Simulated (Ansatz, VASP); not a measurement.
## As: VASP beside Ansatz

```
As
1.0
     3.85276    0.00000    0.00000
    -1.92638    3.33659    0.00000
     0.00000    0.00000    2.25027
As
3
Direct
  0.00000 0.00000 0.00000
  0.33333 0.66667 0.50000
  0.66667 0.33333 0.50000
```

Change from the starting cell: volume scaled by 0.5, LAPW.

Alike in both runs: task single point; functional PBE; k mesh 8 × 8 × 10; occupations fermi-dirac, width 0.1 eV; no spin polarisation.

|  | VASP | Ansatz |
| --- | --- | --- |
| version | VASP 6.6.1 | Ansatz 0.2.0 |
| potentials or method | VASP PAW PBE potentials, release 64 (As), cutoff 520 eV | all-electron LAPW, scalar-relativistic |

```tsv
	VASP	Ansatz	Ansatz less VASP
pressure (GPa)	255.1	246.1	-8.95
largest component of the traceless stress (GPa)	0.08	0.29	+0.210
```

Ansatz ran all-electron here, so the differences hold the error of VASP's frozen core and of both bases.

Caveats: the cell as given lies far from equilibrium; so large a pressure means that the cell lies far from this level's equilibrium, or that cutoff or potentials fall short (VASP).
